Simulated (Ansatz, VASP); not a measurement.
Ru: VASP beside Ansatz

```xyz
3
Lattice="3.4388 0.0000 0.0000 -1.7194 2.9781 0.0000 0.0000 0.0000 4.6459" Properties=species:S:1:pos:R:3 pbc="T T T"
Ru    1.0764    0.0000    1.5486
Ru   -0.5382    0.9322    3.0973
Ru    1.1812    2.0459    0.0000
```

Alike in both runs: functional PBE; k mesh 6 × 6 × 4; occupations gaussian, width 0.1 eV; no spin polarisation.

Ansatz relaxed the structure, and its values are those at the end. VASP's run is a single point on that final structure, the one shown.

|  | VASP | Ansatz |
| --- | --- | --- |
| version | VASP 6.6.1 | Ansatz 0.2.0 |
| potentials or method | VASP PAW PBE potentials, release 64 (Ru_pv) | scalar-relativistic, plane waves, PAW |
| plane-wave cutoff (eV) | 520 | 420 |
| valence electrons in the cell | 42 | 48 |

```tsv
	VASP	Ansatz	Ansatz less VASP
gap on the k mesh at the Fermi level (eV)	none	none	-
pressure (GPa)	0.4	0.3	-0.10
rms of the force components (eV/Å)	0.013	0.001	-0.0116
```

A gap of «none» marks a metal or a gap that the smearing closes. The functional is the same, so the differences come from potentials, cutoffs and numerics. The two sets of potentials don't hold the same shells in valence.
